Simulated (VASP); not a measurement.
# MnS (P4_2/mmc) in VASP: further runs, part 2 of 2

VASP 6.6.1. The steps go on from the part before.

## (4) Single point, r2SCAN+U, collinear spin, zero start

INCAR reads:

```
ALGO = Normal ; EDIFF = 1E-6
ENCUT = 520 ; ISIF = 2
ISMEAR = 0 ; ISPIN = 2
LASPH = T ; LCHARG = T
LDAU = T ; LDAUJ = 0 0
LDAUL = 2 -1 ; LDAUPRINT = 1
LDAUTYPE = 2 ; LDAUU = 3 0
LELF = T ; LMAXMIX = 4
LMIXTAU = T ; LORBIT = 11
LREAL = F ; LVHAR = T
LWAVE = F ; MAGMOM = 0 0 0 0
METAGGA = R2SCAN ; NELM = 100
PREC = Accurate ; SIGMA = 0.05
```

KPOINTS reads:

```
k-points
0
Gamma
  5 5 4
```

POSCAR reads:

```
MnS
1.0
    4.3056791600      0.0000000000      0.0000000000
    0.0000000000      4.3056791600      0.0000000000
    0.0000000000      0.0000000000      5.3605806400
Mn S
2 2
Direct
    0.0000000000      0.5000000000      0.0000000000
    0.5000000000      0.0000000000      0.5000000000
    0.0000000000      0.0000000000      0.2500000000
    0.0000000000      0.0000000000      0.7500000000
```

Potentials or basis: VASP PAW PBE potentials, release 64 (Mn_pv, S).

Started as:

```sh
cat potpaw_PBE.64/Mn_pv/POTCAR potpaw_PBE.64/S/POTCAR > POTCAR
mpirun -np 1 vasp_std > vasp.out
```

OUTCAR:

```text
EDIFF = 1E-6
   ENCUT = 520
   ISIF = 2
   ISMEAR = 0
   ISPIN = 2
   LASPH = T
   LORBIT = 11
   LREAL = F
   METAGGA = R2SCAN
   NELM = 100
   PREC = Accurate

 ion  position               nearest neighbor table
   1  0.000  0.500  0.000-   3 2.54   4 2.54   3 2.54   4 2.54
   2  0.500  0.000  0.500-   3 2.54   4 2.54   3 2.54   4 2.54
   3  0.000  0.000  0.250-   1 2.54   2 2.54   1 2.54   2 2.54   4 2.68   4 2.68
[... 1233 lines left out ...]
  energy-cutoff  :      520.00
  volume of cell :       99.38
      direct lattice vectors                 reciprocal lattice vectors
     4.305679160  0.000000000  0.000000000     0.232251397  0.000000000  0.000000000
     0.000000000  4.305679160  0.000000000     0.000000000  0.232251397  0.000000000
     0.000000000  0.000000000  5.360580640     0.000000000  0.000000000  0.186546956

 POSITION                                       TOTAL-FORCE (eV/Angst)
 -----------------------------------------------------------------------------------
      0.00000      2.15284      0.00000         0.000000      0.000000      0.000000
      2.15284      0.00000      2.68029         0.000000      0.000000      0.000000
      0.00000      0.00000      1.34015        -0.000000     -0.000000     -0.000000
      0.00000      0.00000      4.02044         0.000000      0.000000      0.000000
 -----------------------------------------------------------------------------------
    total drift:                                0.000000      0.000000     -0.000000

  FREE ENERGIE OF THE ION-ELECTRON SYSTEM (eV)
  ---------------------------------------------------
  free  energy   TOTEN  =       -35.4722817672 eV

  energy  without entropy=      -35.4674583699  energy(sigma->0) =      -35.46987007

 total charge

# of ion       s       p       d       tot
------------------------------------------
    1        0.210   6.124   5.047  11.381
    2        0.210   6.124   5.047  11.381
    3        1.334   2.305   0.000   3.639
    4        1.334   2.305   0.000   3.639
--------------------------------------------------
tot          3.090  16.857  10.094  30.041

 magnetization (x)

# of ion       s       p       d       tot
------------------------------------------
    1        0.000   0.000   0.000   0.000
    2        0.000   0.000   0.000   0.000
    3       -0.000  -0.000   0.000  -0.000
    4       -0.000  -0.000   0.000  -0.000
--------------------------------------------------
tot          0.000  -0.000   0.000   0.000
```

OSZICAR:

```text
N       E                     dE             d eps       ncg     rms          rms(c)
DAV:   1     0.332742610330E+03    0.33274E+03   -0.21785E+04  1904   0.169E+03
DAV:   2    -0.110242053125E+02   -0.34377E+03   -0.33879E+03  1738   0.439E+02
DAV:   3    -0.423726463143E+02   -0.31348E+02   -0.30918E+02  2372   0.121E+02
[... 23 lines left out ...]
DAV:  27    -0.354722500833E+02   -0.18360E-04   -0.20891E-04  2315   0.113E-01    0.154E-02
DAV:  28    -0.354722666966E+02   -0.16613E-04   -0.13038E-04  2336   0.844E-02    0.685E-03
DAV:  29    -0.354722787272E+02   -0.12031E-04   -0.52179E-05  2238   0.486E-02    0.484E-03
DAV:  30    -0.354722817582E+02   -0.30310E-05   -0.11394E-05  1942   0.215E-02    0.509E-03
DAV:  31    -0.354722817672E+02   -0.89813E-08   -0.42209E-06  1827   0.157E-02
   1 F= -.35472282E+02 E0= -.35469870E+02  d E =-.482340E-02  mag=     0.0001
```

It took 3.1 min on 1 thread of Intel Xeon 6975P-C (Granite Rapids), shared host; peak memory 0.28 GiB.

What came out:

| Item | Value |
| --- | --- |
| Free energy | -35.4723 eV |
| Pressure | -13.3 GPa |
| Band gap on the k mesh | none (metal or under the smearing width) |
| Net moment | 0.00 μB per cell |
| Valence electrons inside the program's atomic spheres | Mn 11.38; S 3.64 |

Levels at points of the mesh, in eV from the Fermi level:
Spin up:
```csv
k point,band 15,band 16,band 17,band 18,band 19,band 20,band 21,band 22,band 23
"(0.00, 0.00, 0.00)",-2.63,-2.08,-1.77,-1.65,0.43,0.96,0.96,1.80,1.96
"(0.00, 0.00, 0.50)",-2.24,-2.24,-1.92,-1.92,-0.53,-0.53,1.22,1.22,1.31
```
Spin down:
```csv
k point,band 15,band 16,band 17,band 18,band 19,band 20,band 21,band 22,band 23
"(0.00, 0.00, 0.00)",-2.63,-2.08,-1.77,-1.65,0.43,0.97,0.97,1.80,1.96
"(0.00, 0.00, 0.50)",-2.24,-2.24,-1.92,-1.92,-0.53,-0.53,1.22,1.22,1.31
```

Eigenvalues of the final occupation matrices:
| site | spin | trace | eigenvalues |
| --- | --- | --- | --- |
| site 1 d | 1 | 2.53 | 0.03 0.30 0.41 0.89 0.91 |
| site 1 d | 2 | 2.53 | 0.03 0.30 0.41 0.89 0.91 |
| site 2 d | 1 | 2.53 | 0.03 0.30 0.41 0.89 0.91 |
| site 2 d | 2 | 2.53 | 0.03 0.30 0.41 0.89 0.91 |

Caveat: the PAW data sets were made with another functional, which shifts forces and pressure a little.

## (5) Single point, r2SCAN+U, collinear spin, random start

INCAR reads:

```
SYSTEM = MnS
ALGO = Normal ; EDIFF = 1E-6
ENCUT = 520 ; ISIF = 2
ISMEAR = 0 ; ISPIN = 2
LASPH = .True. ; LCHARG = .False.
LDAU = .True. ; LDAUJ = 0 0
LDAUL = 2 -1 ; LDAUPRINT = 1
LDAUTYPE = 2 ; LDAUU = 3 0
LMAXMIX = 4 ; LMIXTAU = .True.
LORBIT = 11 ; LREAL = .False.
LWAVE = .False. ; MAGMOM = -3.45 1.59 0 0
METAGGA = R2SCAN ; NELM = 150
PREC = Accurate ; SIGMA = 0.05
```

KPOINTS reads:

```
k-points
0
Gamma
  5 5 4
  0 0 0
```

POSCAR is that of step 4.

Started as:

```sh
cat potpaw_PBE.64/Mn_pv/POTCAR potpaw_PBE.64/S/POTCAR > POTCAR
mpirun -np 1 vasp_std > vasp.out
```

It took 2.8 min on 1 thread of Intel Xeon 6975P-C (Granite Rapids), shared host; peak memory 0.29 GiB.

The run converged. Its results:

| Item | Value |
| --- | --- |
| Free energy | -44.5898 eV |
| Pressure | 1.0 GPa |
| Largest force | 0.030 eV/Å |
| Band gap on the k mesh | none (metal or under the smearing width) |
| Net moment | -0.08 μB per cell |
| Site moments | Mn -4.55, +4.53; S -0.01 μB |
| Valence electrons inside the program's atomic spheres | Mn 11.27; S 3.74 |

Forces in eV/Å, atoms in the order of the input:
```
Mn   0.000  0.000  0.000
Mn   0.000  0.000  0.000
S    0.000  0.000  0.030
S    0.000  0.000 -0.030
```

Stress tensor (GPa, compression positive):
```
-6.78  0.00  0.00
 0.00 -6.49  0.00
 0.00  0.00 16.18
```

Levels at points of the mesh, in eV from the Fermi level:
Spin up:
```tsv
k point	band 15	band 16	band 17	band 18	band 19	band 20	band 21	band 22	band 23	band 24
(0.00, 0.00, 0.00)	-4.82	-4.79	-3.35	-1.23	-1.09	1.51	1.68	2.11	2.18	2.73
(0.00, 0.00, 0.50)	-4.12	-3.80	-3.55	-2.92	-2.14	-0.35	0.15	2.08	2.12	2.54
```
Spin down:
```csv
k point,band 16,band 17,band 18,band 19,band 20,band 21,band 22,band 23
"(0.00, 0.00, 0.00)",-4.80,-3.35,-1.31,-1.11,1.52,1.65,2.12,2.14
"(0.00, 0.00, 0.50)",-3.81,-3.57,-2.95,-2.16,-0.43,0.09,2.09,2.15
```

Eigenvalues of the final occupation matrices:
```
    site  spin  trace               eigenvalues
site 1 d     1   0.21  0.01 0.01 0.02 0.05 0.12
site 1 d     2   4.68  0.92 0.93 0.94 0.94 0.95
site 2 d     1   4.68  0.92 0.93 0.94 0.94 0.95
site 2 d     2   0.22  0.01 0.01 0.02 0.06 0.12
```

Caveat: the PAW data sets were made with another functional, which shifts forces and pressure a little.

## (6) Single point, r2SCAN+U, collinear spin, ferromagnetic start

INCAR reads:

```
ALGO = Normal
EDIFF = 1E-7
ENCUT = 520
ISIF = 2
ISMEAR = 0
ISPIN = 2
LASPH = True
LCHARG = False
LDAU = True
LDAUJ = 0 0
LDAUL = 2 -1
LDAUPRINT = 1
LDAUTYPE = 2
LDAUU = 3 0
LMAXMIX = 4
LMIXTAU = True
LORBIT = 11
LREAL = False
LWAVE = False
MAGMOM = 4 4 0 0
METAGGA = R2SCAN
NELM = 120
NUPDOWN = 0
PREC = Accurate
SIGMA = 0.05
```

KPOINTS reads:

```
k-points
0
Gamma
  5 5 4
```

POSCAR is that of step 5.

Potentials or basis: VASP PAW PBE potentials, release 64 (Mn_pv, S).

Started as:

```sh
cat potpaw_PBE.64/Mn_pv/POTCAR potpaw_PBE.64/S/POTCAR > POTCAR
mpirun -np 1 vasp_std > vasp.out
```

Wall time 3 min (1 thread of Intel Xeon 6975P-C (Granite Rapids), shared host); peak memory 0.28 GiB.

Results (log left out):

| Property | Result |
| --- | --- |
| Free energy | -38.8023 eV |
| Pressure | -4.5 GPa |
| Net moment | 0.00 μB per cell |
| Site moments | Mn +0.24; S -0.13 μB |
| Valence electrons inside the program's atomic spheres | Mn 11.42; S 3.67 |

Stress tensor (GPa, compression positive):
```
-9.37  0.00  0.00
 0.00 -9.37  0.00
 0.00  0.00  5.15
```

Eigenvalues of the final occupation matrices:
```csv
site,spin,trace,eigenvalues
site 1 d,1,2.68,0.01 0.03 0.84 0.90 0.91
site 1 d,2,2.43,0.01 0.11 0.52 0.88 0.92
site 2 d,1,2.68,0.01 0.03 0.84 0.90 0.91
site 2 d,2,2.43,0.01 0.11 0.52 0.88 0.92
```

Caveat: the moment is held away from its start; the PAW data sets were made with another functional, which shifts forces and pressure a little; the total moment is fixed, so each spin has its own Fermi level. The state reached can hang on the start; a lower one may exist.

## (7) Summary

| spin | fixed moment (μB) | gap on the mesh (eV) | pressure (GPa) | moment (μB) |
| --- | --- | --- | --- | --- |
| collinear, ferromagnetic start | - | none | -0.1 | 9.24 |
| collinear, antiferromagnetic start | - | none | 1.0 | 0.00 |
| collinear, zero start | - | none | -13.3 | 0.00 |
| collinear, random start | - | none | 1.0 | 0.08 |
| collinear, ferromagnetic start | 0 | - | -4.5 | 0.00 |

Alike in all rows: task single point; level r2SCAN+U; potentials or basis VASP PAW PBE potentials, release 64 (Mn_pv, S); Mn d U = 3 eV; cell as given; k mesh 5 × 5 × 4; cutoff (eV) 520; smearing gaussian 0.05 eV.

Every run on the cell as given and a fine mesh finds a metal.

Caveats: the PAW data sets were made with another functional, which shifts forces and pressure a little; the moment is held away from its start (some runs); the total moment is fixed, so each spin has its own Fermi level (some runs).

Total energies depend on the potentials used, so only differences within one code and one set of settings carry meaning.
